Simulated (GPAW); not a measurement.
# HfO2 (P4_2/nmc) in GPAW: a series of runs

Aim: see how the results for HfO2 move with the level of theory and the settings. Levels: PBEsol, LDA. Tasks: band structure.

All numbers are computed with GPAW 26.7.0; they aren't measurements. Logs are shortened: lines on timing, memory, paths and dates and some standing lists are left out, and cuts for length are marked. The log counts tension as positive stress, the text compression.

### Step 1. The structure

Symmetry: P4_2/nmc, No. 137, tetragonal system. The conventional cell has a = 3.558 Å, b = 3.558 Å, c = 5.172 Å, α = 90.00°, β = 90.00°, γ = 90.00°. Hf (site symmetry -4m2) is surrounded by 4 O at 2.05 Å. O (site symmetry 2mm) has 2 Hf at 2.05 Å as nearest neighbours.

Measurements of this composition are mostly on another form, of space group No. 14.

### Step 2. Band structure, PBEsol

Input file run.py:

```python
from ase import Atoms
from ase.dft.bandgap import bandgap
from ase.io import write
from ase.units import GPa
from gpaw import GPAW, PW, setup_paths

setup_paths.insert(0, '.')

atoms = Atoms(['Hf', 'Hf', 'O', 'O', 'O', 'O'],
              cell=[[3.55801933, 0.0, 0.0],
                    [0.0, 3.55801933, 0.0],
                    [0.0, 0.0, 5.17186121]],
              scaled_positions=[[0.0, 0.0, 0.0],
                                [0.5, 0.5, 0.5],
                                [0.0, 0.5, 0.19720788],
                                [0.5, 0.0, 0.30279212],
                                [0.5, 0.0, 0.80279212],
                                [0.0, 0.5, 0.69720788]],
              pbc=True)

calc = GPAW(mode=PW(800),
            xc='PBEsol',
            kpts={'size': (5, 5, 4), 'gamma': True},
            occupations={'name': 'fermi-dirac', 'width': 0.05},
            nbands=43,
            convergence={'density': 1e-05, 'energy': 1e-05},
            maxiter=150,
            txt='gpaw.txt')
atoms.calc = calc
energy = atoms.get_potential_energy()
forces = atoms.get_forces()
stress = atoms.get_stress()
calc.write('gs.gpw')
write('result.traj', atoms)
print(f'Energy: {energy:.6f} eV')
print('Forces (eV/A):')
print(forces.round(4))
print('Stress (GPa):', (stress / GPa).round(3))
print('Fermi level:', round(calc.get_fermi_level(), 4), 'eV')
print(f'Gap: {bandgap(calc)[0]:.4f} eV, direct: {bandgap(calc, direct=True)[0]:.4f} eV')

path = atoms.cell.bandpath('GXMGZRAZ,XR,MA', npoints=60, eps=1e-4)
bs_calc = calc.fixed_density(kpts=path, symmetry='off', nbands=61,
                             convergence={'bands': 'CBM+6.0', 'eigenstates': 1e-6}, txt='bands.txt')
bs = bs_calc.band_structure()
bs.write('bs.json')
print(f'Gap on the path: {bandgap(bs_calc)[0]:.4f} eV')
```

Potentials or basis: PAW data sets generated in the run's folder for this functional, pw.

Run with:

```bash
> gpaw-setup -f PBEsol Hf O
> OMP_NUM_THREADS=1 python run.py
```

gpaw.txt:

```text
__  _  _
 | _ |_)|_||  |
 |__||  | ||/\| - 26.7.0

Input parameters:
  mode=PW(ecut=800.0),
  convergence={'density': 1e-05, 'energy': 1e-05},
  kpts=MonkhorstPack(size=(5, 5, 4), gamma=True),
  maxiter=150,
  nbands=43,
  occupations=Occupations(name='fermi-dirac', width=0.05),
  xc=XC(name='PBEsol')

Diagonalizing LCAO Hamiltonian
Converting LCAO to pw mode
   .--------.
  /|        |
 * |        |
 |O| O      |
 | |   Hf   |
 | |        |
 |O.-O------.
 |/        /
 Hf-------*

Atoms  # Å, Bohr magnetons
|   | symbol |        x |        y |        z |    initial magnetic moments |
|---|--------|----------|----------|----------|-----------------------------|
| 0 |     Hf | 0.000000 | 0.000000 | 0.000000 | ( 0.0000,  0.0000,  0.0000) |
| 1 |     Hf | 1.779010 | 1.779010 | 2.585931 | ( 0.0000,  0.0000,  0.0000) |
| 2 |      O | 0.000000 | 1.779010 | 1.019932 | ( 0.0000,  0.0000,  0.0000) |
| 3 |      O | 1.779010 | 0.000000 | 1.565999 | ( 0.0000,  0.0000,  0.0000) |
| 4 |      O | 1.779010 | 0.000000 | 4.151929 | ( 0.0000,  0.0000,  0.0000) |
| 5 |      O | 0.000000 | 1.779010 | 3.605862 | ( 0.0000,  0.0000,  0.0000) |

Unit cell  # Å
| periodic |        x |        y |        z |  lengths |    angles |
|----------|----------|----------|----------|----------|-----------|
|      yes | 3.558019 | 0.000000 | 0.000000 | 3.558019 | 90.000000 |
|      yes | 0.000000 | 3.558019 | 0.000000 | 3.558019 | 90.000000 |
|      yes | 0.000000 | 0.000000 | 5.171861 | 5.171861 | 90.000000 |

Number of symmetries: 8
Symmetry operations  # r_c * U_cc + t_c -> r_c
|   | kind |            matrix            |
|---|------|------------------------------|
| 0 |  E   |  1, 0, 0,  0, 1, 0,  0, 0, 1 |
| 1 |  σ   |  1, 0, 0,  0,-1, 0,  0, 0, 1 |
| 2 |  C2  |  0, 1, 0,  1, 0, 0,  0, 0,-1 |
| 3 |  S4  |  0, 1, 0, -1, 0, 0,  0, 0,-1 |
| 4 |  S4  |  0,-1, 0,  1, 0, 0,  0, 0,-1 |
| 5 |  C2  |  0,-1, 0, -1, 0, 0,  0, 0,-1 |
| 6 |  σ   | -1, 0, 0,  0, 1, 0,  0, 0, 1 |
| 7 |  C2  | -1, 0, 0,  0,-1, 0,  0, 0, 1 |

BZ-sampling:
  Number of BZ points: 100
  Number of IBZ points: 18

  Monkhorst-Pack size: [5, 5, 4]
  Monkhorst-Pack shift: [0.0, 0.0, 0.125]

K-points  # in reciprocal-cell coordinates
|     |                                coordinates |     weight |
|-----|--------------------------------------------|------------|
|   0 | (  0.00000000,   0.00000000,   0.00000000) | 0.01000000 |
|   1 | (  0.00000000,   0.00000000,   0.25000000) | 0.02000000 |
|   2 | (  0.00000000,   0.00000000,   0.50000000) | 0.01000000 |
|   3 | (  0.20000000,   0.00000000,   0.00000000) | 0.04000000 |
|   4 | (  0.20000000,   0.00000000,   0.25000000) | 0.08000000 |
|   5 | (  0.20000000,   0.00000000,   0.50000000) | 0.04000000 |
|   6 | (  0.20000000,   0.20000000,   0.00000000) | 0.04000000 |
|   7 | (  0.20000000,   0.20000000,   0.25000000) | 0.08000000 |
|   8 | (  0.20000000,   0.20000000,   0.50000000) | 0.04000000 |
|   9 | (  0.40000000,   0.00000000,   0.00000000) | 0.04000000 |
| ... |                                            |            |
|  17 | (  0.40000000,   0.40000000,   0.50000000) | 0.04000000 |

Plane wave coefficients: 3403
Cutoff: 800.0 eV

Spin-components: 1 (collinear spins)
Bands:           43
Projectors:      32
Spin-degeneracy: 2
Datatype:        complex128

Parallelization:
  kpt:    1
  domain: 1
  band:   1

Density:
  Valence electrons: 48.0
  Components: 1
  Grid points: [24 24 35]
  Charge: 0.0  # |e|

Potential:
  Grid points: [24 24 35]

species:
  Hf:
    name:    Hafnium
    Z:       72.0
    valence: 12
    core:    60
    charge:  0.0  # [|e|]
    compensation charges:
      type: gauss
      rc: 0.41  # [Å]
      lmax: 2
    cutoffs:
      filter: 2.36  # [Å]
      core: 4.02  # [Å]
    projectors
    | kind |    occ | energy [eV] | rcut [Å] |
    |------|--------|-------------|----------|
    |   5s |  2.000 |     -66.855 |    1.397 |
    |   6s |  2.000 |      -5.120 |    1.397 |
    |   5p |  6.000 |     -35.615 |    1.307 |
    |   6p |  0.000 |      -1.375 |    1.307 |
    |   5d |  2.000 |      -2.724 |    1.334 |
    |    d |        |      24.487 |    1.334 |

    Using partial waves for Hf as LCAO basis

  O:
    name:    Oxygen
    Z:       8.0
    valence: 6
    core:    2
    charge:  0.0  # [|e|]
    compensation charges:
      type: gauss
      rc: 0.21  # [Å]
      lmax: 2
    cutoffs:
      filter: 1.17  # [Å]
      core: 0.83  # [Å]
    projectors
    | kind |    occ | energy [eV] | rcut [Å] |
    |------|--------|-------------|----------|
    |   2s |  2.000 |     -23.808 |    0.688 |
    |   2p |  4.000 |      -8.972 |    0.598 |
    |    s |        |       3.404 |    0.688 |
    |    p |        |      18.239 |    0.598 |
    |    d |        |       0.000 |    0.619 |

    Using partial waves for O as LCAO basis

Reference energy: -827660.618381  # eV

eigensolver:
  PPCG
  Converge bands: occupied
  niter=2

density mixing:
  MSR1-Mixer
  Pratt-step length: 0.05
  Maximum mixing coefficient: 0.75
  Old densities: 10
  SVD Regularization: 0.005
  Good broyden scale: 1.0
  Trust region scale: 1.0
  Backstep threshold: 4.0
  History deletion threshold: 6.0
  Fourier metric: weight=20.0, sigma=0.015

occupation numbers:
  Fermi-Dirac:
    width: 0.0500  # eV

poisson solver:
  ecut: 6400.0  # eV

xc functional:
  name: PBEsol with 2 nearest neighbor stencil

convergence criteria:
- Maximum integral of absolute [dens]ity change: 1e-05 electrons / valence electron
- Maximum [total energy] change in last 3 cyles: 1e-05 eV / valence electron
- Maximum integral of absolute [eigenst]ate change: 4e-08 eV^2 / valence electron
maximum number of iterations: 150

SCF iterations
|iter     | |      energy | eigst |  dens |
|---------|-|-------------|-------|-------|
|iter:   1| |  -66.364511 | +0.23 |       |
|iter:   2| |  -64.330903 | -1.78 | -0.82 |
|iter:   3| |  -59.002533 | -0.90 | -0.88 |
|iter:   4| |  -58.991571 | -2.69 | -1.50 |
|iter:   5| |  -58.997187 | -3.08 | -1.75 |
|iter:   6| |  -58.996667 | -4.81 | -2.84 |
|iter:   7| |  -58.996699 | -5.75 | -3.35 |
|iter:   8| |  -58.996696c| -6.33 | -3.78 |
|iter:   9| |  -58.996696c| -7.39 | -4.07 |
|iter:  10| |  -58.996696c| -7.86c| -4.92 |
|iter:  11| |  -58.996696c| -8.62c| -5.52c|

Converged in 11 steps
Energy contributions relative to reference atoms: (reference = -827660.618381)

Energy contributions:
  Kinetic:          55.472051
  Coulomb:         -62.426470
  Zero:              0.605476
  External:          0.000000
  Xc:              -52.647754
  Entropy:          -0.000000
  Spinorbit:         0.000000
  ----------------------------
  Free energy:     -58.996696
  Extrapolated:    -58.996696

dipole moment: (-32.896634, -32.896634, -18.845885)  # |e|*Ang

Fermi level: 8.702
Eigenvalues  # (at kpt = [0.000, 0.000, 0.000])
| band index |      eig [eV] | occ [0-2] |
|------------|---------------|-----------|
|          0 |       -52.565 |     2.000 |
|        ... |               |           |
|         16 |         4.820 |     2.000 |
|         17 |         4.820 |     2.000 |
|         18 |         6.197 |     2.000 |
|         19 |         6.197 |     2.000 |
|         20 |         6.798 |     2.000 |
|         21 |         7.382 |     2.000 |
|         22 |         7.423 |     2.000 |
|         23 |         7.423 |     2.000 |
|         24 |        12.138 |     0.000 |
|         25 |        12.151 |     0.000 |
|         26 |        13.413 |     0.000 |
|         27 |        13.624 |     0.000 |
|         28 |        13.923 |     0.000 |
|         29 |        15.041 |     0.000 |
|         30 |        16.564 |     0.000 |
|         31 |        16.564 |     0.000 |
|        ... |               |           |
|         42 |        25.274 |     0.000 |

Gap: 4.635 eV
Transition (v -> c):
  (s=0, k=2, n=23, [0.00, 0.00, 0.50]) -> (s=0, k=0, n=24, [0.00, 0.00, 0.00])
Direct/indirect transitions are different
Direct gap: 4.714 eV
Transition at: (s=0, k=0, n=23, [0.00, 0.00, 0.00])

Forces  # eV/Ang
|       x |       y |        z |
|---------|---------|----------|
| 0.00000 | 0.00000 |  0.00000 |  # Hf   0
| 0.00000 | 0.00000 |  0.00000 |  # Hf   1
| 0.00000 | 0.00000 |  0.20803 |  # O    2
| 0.00000 | 0.00000 | -0.20803 |  # O    3
| 0.00000 | 0.00000 | -0.20803 |  # O    4
| 0.00000 | 0.00000 |  0.20803 |  # O    5

Stress tensor  # eV/Ang^3
|         x |         y |         z |
|-----------|-----------|-----------|
| -0.018051 |  0.000000 |  0.000000 |
|  0.000000 | -0.018051 |  0.000000 |
|  0.000000 |  0.000000 | -0.009267 |

# Writing to gs.gpw (mode='')
```

Wall time 2.8 min (1 thread of Arm Neoverse V1, shared host); peak memory 0.53 GiB.

What came out:

```yaml
Free_energy: -58.9967 eV
Pressure: 2.4 GPa
Largest_force: 0.208 eV/Å
Band_gap_on_the_k_mesh: 4.63 eV, indirect (least direct gap 4.71 eV)
Band_gap_along_the_path: 4.63 eV, indirect (least direct gap 4.71 eV)
```

Forces on the atoms (eV/Å):
```
Hf   0.000  0.000  0.000
Hf   0.000  0.000  0.000
O    0.000  0.000  0.208
O    0.000  0.000 -0.208
O    0.000  0.000 -0.208
O    0.000  0.000  0.208
```

Levels at the corners of the path, in eV from the valence-band top:
| point | band 20 | band 21 | band 22 | band 23 | band 24 | band 25 | band 26 | band 27 | band 28 | band 29 |
| --- | --- | --- | --- | --- | --- | --- | --- | --- | --- | --- |
| Γ | -1.31 | -0.71 | -0.12 | -0.08 | -0.08 | 4.63 | 4.65 | 5.91 | 6.12 | 6.42 |
| X | -2.22 | -1.45 | -1.45 | -0.14 | -0.14 | 5.05 | 5.05 | 6.10 | 6.10 | 7.44 |
| M | -1.07 | -0.80 | -0.80 | -0.53 | -0.53 | 5.70 | 5.70 | 6.08 | 6.08 | 7.27 |
| Γ | -1.31 | -0.71 | -0.12 | -0.08 | -0.08 | 4.63 | 4.65 | 5.91 | 6.12 | 6.42 |
| Z | -2.76 | -0.62 | -0.62 | 0.00 | 0.00 | 5.31 | 5.31 | 5.64 | 5.64 | 8.59 |
| R | -1.95 | -1.41 | -1.41 | -0.97 | -0.97 | 5.19 | 5.19 | 5.56 | 5.56 | 7.50 |
| A | -1.94 | -1.43 | -1.43 | -0.03 | -0.03 | 5.91 | 5.91 | 6.24 | 6.24 | 7.40 |
| Z | -2.76 | -0.62 | -0.62 | 0.00 | 0.00 | 5.31 | 5.31 | 5.64 | 5.64 | 8.59 |
| X | -2.22 | -1.45 | -1.45 | -0.14 | -0.14 | 5.05 | 5.05 | 6.10 | 6.10 | 7.44 |
| R | -1.95 | -1.41 | -1.41 | -0.97 | -0.97 | 5.19 | 5.19 | 5.56 | 5.56 | 7.50 |
| M | -1.07 | -0.80 | -0.80 | -0.53 | -0.53 | 5.70 | 5.70 | 6.08 | 6.08 | 7.27 |
| A | -1.94 | -1.43 | -1.43 | -0.03 | -0.03 | 5.91 | 5.91 | 6.24 | 6.24 | 7.40 |

Caveat: spin-orbit coupling is left out, which moves the levels of the heavy elements.

### Step 3. Band structure, LDA

Changes to run.py since step 2:

```diff
@@ -4,5 +4,3 @@
 from ase.units import GPa
-from gpaw import GPAW, PW, setup_paths
-
-setup_paths.insert(0, '.')
+from gpaw import GPAW, PW
 
@@ -21,3 +19,3 @@
 calc = GPAW(mode=PW(800),
-            xc='PBEsol',
+            xc='LDA',
             kpts={'size': (5, 5, 4), 'gamma': True},
```

Potentials or basis: the program's PAW data sets (release 1.2.1) made for this functional, pw.

Run with:

```bash
> OMP_NUM_THREADS=1 python run.py
```

It took 2.7 min on 1 thread of Arm Neoverse V1, shared host; peak memory 0.53 GiB.

The run converged. Its results:

```yaml
Free_energy: -62.1376 eV
Pressure: -5.5 GPa
Largest_force: 0.054 eV/Å
Band_gap_on_the_k_mesh: 4.55 eV, indirect (least direct gap 4.63 eV)
Band_gap_along_the_path: 4.55 eV, indirect (least direct gap 4.63 eV)
```

Forces in eV/Å, atoms in the order of the input:
```
Hf   0.000  0.000  0.000
Hf   0.000  0.000  0.000
O    0.000  0.000  0.054
O    0.000  0.000 -0.054
O    0.000  0.000 -0.054
O    0.000  0.000  0.054
```

Stress tensor (GPa, compression positive):
```
-5.32  0.00  0.00
 0.00 -5.32  0.00
 0.00  0.00 -5.93
```

Levels at the corners of the path, in eV from the valence-band top:
```
point  band 21  band 22  band 23  band 24  band 25  band 26  band 27  band 28
    Γ    -0.72    -0.12    -0.08    -0.08     4.55     4.57     5.85     6.04
    X    -1.44    -1.44    -0.14    -0.14     4.98     4.98     6.03     6.03
    M    -0.81    -0.81    -0.55    -0.55     5.64     5.64     5.99     5.99
    Γ    -0.72    -0.12    -0.08    -0.08     4.55     4.57     5.85     6.04
    Z    -0.63    -0.63     0.00     0.00     5.23     5.23     5.56     5.56
    R    -1.41    -1.41    -0.96    -0.96     5.11     5.11     5.48     5.48
    A    -1.44    -1.44    -0.04    -0.04     5.83     5.83     6.18     6.18
    Z    -0.63    -0.63     0.00     0.00     5.23     5.23     5.56     5.56
    X    -1.44    -1.44    -0.14    -0.14     4.98     4.98     6.03     6.03
    R    -1.41    -1.41    -0.96    -0.96     5.11     5.11     5.48     5.48
    M    -0.81    -0.81    -0.55    -0.55     5.64     5.64     5.99     5.99
    A    -1.44    -1.44    -0.04    -0.04     5.83     5.83     6.18     6.18
```

Caveat: spin-orbit coupling is left out, which moves the levels of the heavy elements.
